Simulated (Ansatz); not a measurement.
## Si in Ansatz: the effect of functional

Crystal: Si.

```
CELL_PARAMETERS angstrom
3.88174 0.00000 0.00000
-1.94087 3.36168 0.00000
0.00000 0.00000 6.41596
ATOMIC_POSITIONS crystal
Si 0.66667 0.33333 0.93699
Si 0.33333 0.66667 0.43699
Si 0.66667 0.33333 0.56301
Si 0.33333 0.66667 0.06301
```

This isn't the form of Si at room conditions, which is diamond.

The cell isn't the ideal one: volume scaled by 1.04.

Alike in all runs:

| Item | Value |
| --- | --- |
| Program | Ansatz 0.2.0 |
| Task | single point |
| Potentials or basis | Ansatz PAW |
| k mesh | 8 × 8 × 4 |
| Occupations | fermi-dirac, width 0.05 eV |
| Spin | no spin polarisation |

| functional | cutoff | gap on the mesh (eV) | pressure (GPa) | largest force (eV/Å) |
| --- | --- | --- | --- | --- |
| PBEsol | 420 eV (not typed: the program's choice for these potentials) | 0.38 | -3.7 | 0.02 |
| r2SCAN | 500 eV (not typed: the program's choice for these potentials) | 0.68 | -3.3 | 0.02 |
| LDA | 420 eV (not typed: the program's choice for these potentials) | ? | ? | ? |

Question: What does the run with functional LDA give?

Answer: gap on the mesh 0.39 eV; pressure -5.2 GPa; largest force 0.03 eV/Å.

Caveats: the PAW data sets come from PBE, with cores solved anew for the run's functional, which leaves a small shift of forces and pressure.

A k mesh can miss the band edges.
